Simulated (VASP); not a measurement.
Wanted: the native input for a VASP 6.6.1 run.

| Quantity | Value |
| --- | --- |
| Task | band structure |
| Functional | AM05 |
| Potentials or basis | VASP PAW PBE potentials, release 64 (Te, Cd) |
| Cutoff | 520 eV |
| k mesh | 7 × 7 × 7 |
| Occupations | fermi-dirac, width 0.05 eV |
| Spin | no spin polarisation |
| Further INCAR settings | ALGO = Fast; EDIFF = 1e-06 |

The structure of CdTe lies in POSCAR:

```
CdTe
1.0
    0.0000000000      3.2050000000      3.2050000000
    3.2050000000      0.0000000000      3.2050000000
    3.2050000000      3.2050000000      0.0000000000
Te Cd
1 1
Direct
    0.7500000000      0.7500000000      0.7500000000
    0.0000000000      0.0000000000      0.0000000000
```

The input as run:

INCAR

```
PREC = Accurate ; ENCUT = 520
EDIFF = 1E-6 ; ISMEAR = -1
SIGMA = 0.05 ; LREAL = F
LASPH = T ; NELM = 60
ALGO = Fast ; ISIF = 2
LWAVE = F ; LCHARG = F
GGA = AM
```

KPOINTS

```
Automatic mesh
0
Gamma
  7 7 7
```

KPOINTS_OPT

```
path GXWKGLUWLK,UX
15
line-mode
reciprocal
 0.0000000000  0.0000000000  0.0000000000  G
 0.5000000000  0.0000000000  0.5000000000  X

 0.5000000000  0.0000000000  0.5000000000  X
 0.5000000000  0.2500000000  0.7500000000  W

 0.5000000000  0.2500000000  0.7500000000  W
 0.3750000000  0.3750000000  0.7500000000  K

 0.3750000000  0.3750000000  0.7500000000  K
 0.0000000000  0.0000000000  0.0000000000  G

 0.0000000000  0.0000000000  0.0000000000  G
 0.5000000000  0.5000000000  0.5000000000  L

 0.5000000000  0.5000000000  0.5000000000  L
 0.6250000000  0.2500000000  0.6250000000  U

 0.6250000000  0.2500000000  0.6250000000  U
 0.5000000000  0.2500000000  0.7500000000  W

 0.5000000000  0.2500000000  0.7500000000  W
 0.5000000000  0.5000000000  0.5000000000  L

 0.5000000000  0.5000000000  0.5000000000  L
 0.3750000000  0.3750000000  0.7500000000  K

 0.6250000000  0.2500000000  0.6250000000  U
 0.5000000000  0.0000000000  0.5000000000  X
```

Potentials or basis: VASP PAW PBE potentials, release 64 (Te, Cd).

Run with:

```sh
$ cat potpaw_PBE.64/Te/POTCAR potpaw_PBE.64/Cd/POTCAR > POTCAR
$ mpirun -np 1 vasp_std > vasp.out
```

Results of the run:

| Quantity | Value |
| --- | --- |
| Pressure | 2.4 GPa |
| Band gap on the k mesh | 0.84 eV, direct |
| Band gap along the path | 0.84 eV, direct |

Caveat: the PAW data sets were made with another functional, which shifts forces and pressure a little; spin-orbit coupling is left out, which moves the levels of the heavy elements.

It took 69 s on 1 thread of Intel(R) Xeon(R) Platinum 8259CL CPU @ 2.50GHz (Skylake/Cascade Lake) (shared host), peak memory 0.22 GiB.
